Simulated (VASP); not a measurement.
# H (Fm-3m) in VASP: single point with LDA

Aim: the single point of H with LDA.

Program: VASP 6.6.1. These are calculated values, not measurements. Logs are shortened: lines on timing, memory, paths and dates and some standing lists are left out, and cuts for length are marked.

### Step 1. Starting point

It takes space group Fm-3m (No. 225, cubic). The conventional cell has a = 2.268 Å, b = 2.268 Å, c = 2.268 Å, α = 90.00°, β = 90.00°, γ = 90.00°. H (site symmetry m-3m) has 12 H at 1.60 Å as nearest neighbours.

The cell was built by a generator and needn't be a form met in nature.

### Step 2. Single point, LDA

Input file INCAR:

```
SYSTEM = H
PREC = Accurate
ENCUT = 520
EDIFF = 1E-7
ISMEAR = -1
SIGMA = 0.13605693000000002
LREAL = .False.
LASPH = .True.
NELM = 60
ALGO = Normal
ISIF = 2
LWAVE = .False.
LCHARG = .False.
GGA = CA
NBANDS = 6
```

Input file KPOINTS:

```
Automatic mesh
0
Gamma
  18 18 18
  0 0 0
```

Input file POSCAR:

```
H
1.0
    0.0000000000      1.1337993086      1.1337993086
    1.1337993086      0.0000000000      1.1337993086
    1.1337993086      1.1337993086      0.0000000000
H
1
Direct
    0.0000000000      0.0000000000      0.0000000000
```

Potentials or basis: VASP PAW LDA potentials, release 64 (H).

The run is started by

```console
> cat potpaw_LDA.64/H/POTCAR > POTCAR
> mpirun -np 1 vasp_std > vasp.out
```

OUTCAR:

```text
SYSTEM = H
   PREC = Accurate
   ENCUT = 520
   EDIFF = 1E-7
   ISMEAR = -1
   LREAL = .False.
   LASPH = .True.
   NELM = 60
   ISIF = 2
   GGA = CA

 ion  position               nearest neighbor table
   1  0.000  0.000  0.000-

  LATTYP: Found a face centered cubic cell.
 ALAT       =     2.2675986172

  Lattice vectors:

 A1 = (   0.0000000000,   1.1337993086,   1.1337993086)
 A2 = (   1.1337993086,   0.0000000000,   1.1337993086)
 A3 = (   1.1337993086,   1.1337993086,   0.0000000000)

Analysis of symmetry for initial positions (statically):
=====================================================================
 Subroutine PRICEL returns:
 Original cell was already a primitive cell.

 Routine SETGRP: Setting up the symmetry group for a
 face centered cubic supercell.

 Subroutine GETGRP returns: Found 48 space group operations
 (whereof 48 operations were pure point group operations)
 out of a pool of 48 trial point group operations.

The static configuration has the point symmetry O_h .

Analysis of symmetry for dynamics (positions and initial velocities):
=====================================================================
 Subroutine PRICEL returns:
 Original cell was already a primitive cell.

 Routine SETGRP: Setting up the symmetry group for a
 face centered cubic supercell.

 Subroutine GETGRP returns: Found 48 space group operations
 (whereof 48 operations were pure point group operations)
 out of a pool of 48 trial point group operations.

The dynamic configuration has the point symmetry O_h .

 Subroutine INISYM returns: Found 48 space group operations
 (whereof 48 operations are pure point group operations),
 and found     1 'primitive' translations

----------------------------------------------------------------------------------------

                                     Primitive cell

  volume of cell :       2.9150

  direct lattice vectors                    reciprocal lattice vectors
     0.000000000  1.133799309  1.133799309    -0.440995153  0.440995153  0.440995153
     1.133799309  0.000000000  1.133799309     0.440995153 -0.440995153  0.440995153
     1.133799309  1.133799309  0.000000000     0.440995153  0.440995153 -0.440995153

  length of vectors
     1.603434359  1.603434359  1.603434359     0.763826012  0.763826012  0.763826012

  position of ions in fractional coordinates (direct lattice)
     0.000000000  0.000000000  0.000000000

  ion indices of the primitive-cell ions
   primitive index   ion index
                 1           1

----------------------------------------------------------------------------------------

 KPOINTS: Automatic mesh

Automatic generation of k-mesh.
 Grid dimensions read from file:
 generate k-points for:   18   18   18

 Generating k-lattice:

  Cartesian coordinates                     Fractional coordinates (reciprocal lattice)
    -0.024499731  0.024499731  0.024499731     0.055555556  0.000000000  0.000000000
     0.024499731 -0.024499731  0.024499731     0.000000000  0.055555556  0.000000000
     0.024499731  0.024499731 -0.024499731     0.000000000  0.000000000  0.055555556

  Length of vectors
     0.042434778  0.042434778  0.042434778

  Shift w.r.t. Gamma in fractional coordinates (k-lattice)
     0.000000000  0.000000000  0.000000000

 Subroutine IBZKPT returns following result:
 ===========================================

 Found    195 irreducible k-points:

 Following reciprocal coordinates:
            Coordinates               Weight
  0.000000  0.000000  0.000000      1.000000
  0.055556  0.000000  0.000000      8.000000
  0.111111  0.000000  0.000000      8.000000
  0.166667  0.000000  0.000000      8.000000
  0.222222  0.000000  0.000000      8.000000
  0.277778  0.000000  0.000000      8.000000
[... 16 lines left out ...]
 -0.277778  0.055556  0.000000     24.000000
 -0.222222  0.055556  0.000000     24.000000
 [... further k-points ...]
   k-points           NKPTS =    195   k-points in BZ     NKDIM =    195   number of bands    NBANDS=      6
   number of dos      NEDOS =    301   number of ions     NIONS =      1
   total plane-waves  NPLWV =   1728
   dimension x,y,z NGX =    12 NGY =   12 NGZ =   12
   dimension x,y,z NGXF=    24 NGYF=   24 NGZF=   24
   ions per type =               1
   NGX,Y,Z   is equivalent  to a cutoff of  12.44, 12.44, 12.44 a.u.
   NGXF,Y,Z  is equivalent  to a cutoff of  24.88, 24.88, 24.88 a.u.
 SYSTEM =  H
   PREC   = accura    normal or accurate (medium, high low for compatibility)
   ISTART =      0    job   : 0-new  1-cont  2-samecut
   ICHARG =      2    charge: 1-file 2-atom 10-const
   ISPIN  =      1    spin polarized calculation?
   LNONCOLLINEAR =      F non collinear calculations
   LSORBIT =      F    spin-orbit coupling
   LASPH  =      T    aspherical Exc in radial PAW
   ENCUT  =  520.0 eV  38.22 Ry    6.18 a.u.   2.98  2.98  2.98*2*pi/ulx,y,z
   NELM   =     60;   NELMIN=  2; NELMDL= -5     # of ELM steps
   EDIFF  = 0.1E-06   stopping-criterion for ELM
   LREAL  =      F    real-space projection
   EDIFFG = 0.1E-05   stopping-criterion for IOM
   NSW    =      0    number of steps for IOM
   IBRION =     -1    ionic relax: 0-MD 1-quasi-New 2-CG
   NFREE  =      0    steps in history (QN), initial steepest desc. (CG)
   ISIF   =      2    stress and relaxation
   ISYM   =      2    0-nonsym 1-usesym 2-fastsym
   POTIM  = 0.5000    time-step for ionic-motion
   TEBEG  =    0.0;   TEEND  =   0.0 temperature during run
   PSTRESS=    0.0 pullay stress
   NELECT =       1.0000    total number of electrons
   NUPDOWN=      -1.0000    fix difference up-down
   EMIN   =  10.00;   EMAX   =-10.00  energy-range for DOS
   EFERMI =   0.00;   METHOD = LEGACY
   ISMEAR =    -1;   SIGMA  =   0.14  broadening in eV -4-tet -1-fermi 0-gaus
   EFERMI_NEDOS =   21; number of points for ismear=-14 and -15
   IALGO  =     38    algorithm
   IMIX   =      4    mixing-type and parameters
     AMIX     =   0.40;   BMIX     =  1.00
     AMIX_MAG =   1.60;   BMIX_MAG =  1.00
  volume/ion in A,a.u.               =       2.92        19.67
  Fermi-wavevector in a.u.,A,eV,Ry     =   1.146028  2.165679 17.869629  1.313381
  Thomas-Fermi vector in A             =   2.282714
   LORBIT       =      0    0 simple, 1 ext, 2 COOP (PROOUT), +10 PAW based schemes
   GGA     = CA    functional components
   LHFCALC =     F    Hartree Fock is set to
   AEXX    =    0.0000 exact exchange contribution
   IVDW    =     0    specifies the selected vdW correction
   LEPSILON=     F    determine dielectric tensor
   LRPA    =     F    only Hartree local field effects (RPA)
 non-spin polarized calculation
  energy-cutoff  :      520.00
  volume of cell :        2.92
 maximum number of plane-waves:        84
   NGX =  5   NGY =  5   NGZ =  5

 number of electron       1.0000000 magnetization

 Free energy of the ion-electron system (eV)
  ---------------------------------------------------
  ext. energy  EPLUGINS =         0.00000000
  ---------------------------------------------------
  free energy    TOTEN  =        -2.46445530 eV

  energy without entropy =       -2.45839378  energy(sigma->0) =       -2.46142454

 E-fermi :   3.2091     XC(G=0): -11.2802

 val. band max:        3.0808861113   @ k =   0.5000   0.3333   0.1111
 cond. band min:       3.2241672556   @ k =   0.3889   0.3889   0.0000
 fundamental gap:      0.1432811444
 Fermi energy:         3.2090704540

 k-point     1 :       0.0000    0.0000    0.0000
  band No.  band energies     occupation
      1     -13.6018      2.00000
      2      59.7131      0.00000
      3      74.7209      0.00000
      4      74.7209      0.00000
      5      74.7209      0.00000
      6      78.0446      0.00000

 k-point     2 :       0.0556    0.0000    0.0000
  band No.  band energies     occupation
      1     -13.3383      2.00000
      2      57.8859      0.00000
      3      69.8943      0.00000
      4      73.0022      0.00000
      5      73.0022      0.00000
      6      78.3809      0.00000

 k-point     3 :       0.1111    0.0000    0.0000
  band No.  band energies     occupation
      1     -12.5489      2.00000
      2      52.7342      0.00000
      3      65.5336      0.00000
      4      70.7410      0.00000
      5      70.7410      0.00000
      6      80.8944      0.00000

 k-point     4 :       0.1667    0.0000    0.0000
  band No.  band energies     occupation
      1     -11.2360      2.00000
      2      45.9109      0.00000
      3      62.9146      0.00000
      4      68.8851      0.00000
      5      68.8851      0.00000
      6      83.4670      0.00000

 k-point     5 :       0.2222    0.0000    0.0000
  band No.  band energies     occupation
      1      -9.4051      2.00000
      2      38.8164      0.00000
      3      61.1543      0.00000
      4      67.5234      0.00000
      5      67.5234      0.00000
      6      82.2240      0.00000
[... 136 lines left out ...]
 k-point    21 :      -0.3889    0.0556    0.0000
  band No.  band energies     occupation
      1       0.3238      2.00000
      2      18.2542      0.00000
      3      54.7616      0.00000
      4      65.0561      0.00000
      5      67.5084      0.00000
      6      71.4788      0.00000

 k-point    22 :      -0.3333    0.0556    0.0000
  band No.  band energies     occupation
      1      -2.9894      2.00000
      2      23.7993      0.00000
      3      54.8477      0.00000
      4      65.6638      0.00000
      5      69.2157      0.00000
      6      72.8862      0.00000

 k-point    23 :      -0.2778    0.0556    0.0000
  band No.  band energies     occupation
      1      -5.9505      2.00000
      2      29.9901      0.00000
      3      55.3262      0.00000
      4      66.4312      0.00000
      5      70.3574      0.00000
      6      75.2254      0.00000

 k-point    24 :      -0.2222    0.0556    0.0000
  band No.  band energies     occupation
      1      -8.4495      2.00000
      2      36.6542      0.00000
      3      56.2923      0.00000
      4      67.4272      0.00000
      5      71.3698      0.00000
      6      78.2842      0.00000

 [... further k-points ...]

------------------------ aborting loop because EDIFF is reached ----------------------------------------

  FORCE on cell =-STRESS in cart. coord.  units (eV):
  Direction    XX          YY          ZZ          XY          YZ          ZX
  --------------------------------------------------------------------------------------
  -------------------------------------------------------------------------------------
  Total       -0.0070009     -0.0070009     -0.0070009     -0.0000000      0.0000000     -0.0000000
  in kB       -3.8479028     -3.8479028     -3.8479028     -0.0000000      0.0000000     -0.0000000
  external PRESSURE =      -3.8479028 kB  Pullay stress =       0.0000000 kB

 VOLUME and BASIS-vectors are now :
 -----------------------------------------------------------------------------
  energy-cutoff  :      520.00
  volume of cell :        2.92
      direct lattice vectors                 reciprocal lattice vectors
     0.000000000  1.133799309  1.133799309    -0.440995153  0.440995153  0.440995153
     1.133799309  0.000000000  1.133799309     0.440995153 -0.440995153  0.440995153
     1.133799309  1.133799309  0.000000000     0.440995153  0.440995153 -0.440995153

 POSITION                                       TOTAL-FORCE (eV/Angst)
 -----------------------------------------------------------------------------------
      0.00000      0.00000      0.00000        -0.000000     -0.000000     -0.000000
 -----------------------------------------------------------------------------------
    total drift:                               -0.000000     -0.000000     -0.000000

  FREE ENERGIE OF THE ION-ELECTRON SYSTEM (eV)
  ---------------------------------------------------
  free  energy   TOTEN  =        -2.4644552968 eV

  energy  without entropy=       -2.4583937818  energy(sigma->0) =       -2.46142454
```

Run time: 2.3 s. Hardware: 1 thread of AMD EPYC 9R45 (Zen 5), shared host; peak memory 0.06 GiB.

What came out:

```
Free energy            : -2.4645 eV
Pressure               : -0.4 GPa
Band gap on the k mesh : none (metal or under the smearing width)
```
